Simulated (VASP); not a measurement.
A run of VASP 6.6.1 is set up as follows.

Contents of INCAR:

```
PREC = Accurate
ENCUT = 600
EDIFF = 1E-6
ISMEAR = 0
SIGMA = 0.03
LREAL = F
LASPH = T
NELM = 80
ALGO = Normal
ISIF = 3
LWAVE = F
LCHARG = F
GGA = PE
IBRION = 2
NSW = 90
EDIFFG = -0.01
```

Contents of KPOINTS:

```
regular mesh
0
Gamma
  8 8 8
```

The input POSCAR:

```
GaP
1.0
    0.0000000000      2.7252500000      2.7252500000
    2.7252500000      0.0000000000      2.7252500000
    2.7252500000      2.7252500000      0.0000000000
Ga P
1 1
Direct
    0.0000000000      0.0000000000      0.0000000000
    0.2500000000      0.2500000000      0.2500000000
```

Potentials or basis: VASP PAW PBE potentials, release 64 (Ga_d, P).

The run is started by

```console
$ cat potpaw_PBE.64/Ga_d/POTCAR potpaw_PBE.64/P/POTCAR > POTCAR
$ mpirun -np 1 vasp_std > vasp.out
```

Problem. Estimate the relaxed cell.

Solution. a = 3.893 Å, b = 3.893 Å, c = 3.893 Å, α = 60.00°, β = 60.00°, γ = 60.00°.

Problem. What does it give for the space group after relaxing (to 0.05 Å)?

Solution. F-43m (No. 216).

Problem. What does it give for the band gap on the k mesh?

Solution. 1.58 eV, direct.

Problem. Predict the relaxed volume.

Solution. 20.86 Å³/atom.

Final structure:
```xyz
2
Lattice="0.0000 2.7528 2.7528 2.7528 0.0000 2.7528 2.7528 2.7528 0.0000" Properties=species:S:1:pos:R:3 pbc="T T T"
Ga    0.0000    0.0000    0.0000
P     1.3764    1.3764    1.3764
```

A k mesh can miss the band edges. PBE usually gives volumes a little too large and moduli too small.
